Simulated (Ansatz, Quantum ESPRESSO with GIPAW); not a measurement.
# C_Q, η_Q and the second-order shift of 17O in SiO2

A plane-wave PAW calculation (PBEsol, Ansatz) gives this electric field gradient, in 10²¹ V/m² and Cartesian axes, at one O site of SiO2 (atom 9; bridging Si-O-Si, 180°; site symmetry 2/m):

```
     -2.6120        2.7138       -5.2607
      2.7138       -2.6120       -5.2607
     -5.2607       -5.2607        5.2241
```

17O has spin 5/2, Q = -0.02558 barn and |γ|/2π = 5.7742 MHz/T. The cell is the I4/mmm form of a database entry, atoms relaxed, static and at 0 K. 

**Task.** Find C_Q, η_Q and ν_Q, and the shift and width of the central transition under fast MAS at 14.1 T and 18.8 T.

1. The tensor is symmetric and traceless. Its eigenvalues, ordered by size, are V_xx = -5.2053, V_yy = -5.3258 and V_zz = 10.5312.

2. η_Q = (V_xx − V_yy)/V_zz = 0.011.

3. C_Q = eQV_zz/h. One unit of 10²¹ V/m² with one barn gives 24.18 MHz, so C_Q = 24.18 × −0.02558 × 10.5312 = -6.514 MHz. A spectrum shows its size, not its sign.

4. ν_Q = 3C_Q/[2I(2I−1)] = 0.977 MHz in size, and P_Q = |C_Q|√(1 + η²/3) = 6.514 MHz.

5. The resonances lie at ν0 = 81.42 and 108.56 MHz, so ν_Q/ν0 is 0.012 at most and second order holds. The centre of gravity moves by δ_Q = −(3/40)(P_Q/ν0)² F × 10⁶ ppm, with F = [I(I+1) − 3/4]/[I²(2I−1)²] = 0.08: -38.4 ppm at 14.1 T and -21.6 ppm at 18.8 T.

6. Summing the second-order term over orientations gives a full width of 82.6 ppm (6.7 kHz) and 46.5 ppm (5.0 kHz). In ppm both fall as 1/B²: (14.1/18.8)² = 0.562. The spinning rate must pass the static width for this shape to show cleanly.

[Banner, clock, file and message-heading lines were taken out of the pw.x and gipaw.x logs.]

[Logs are printed without paths, hosts, clocks, repeated set-up lines and the standing remarks that a program may print on its own settings, such as how far it seeks lower states.]

[Hosts, paths, dates, database ids (printed as entryN), source tags and the programs' standing remarks are cut or masked in the printed files.]
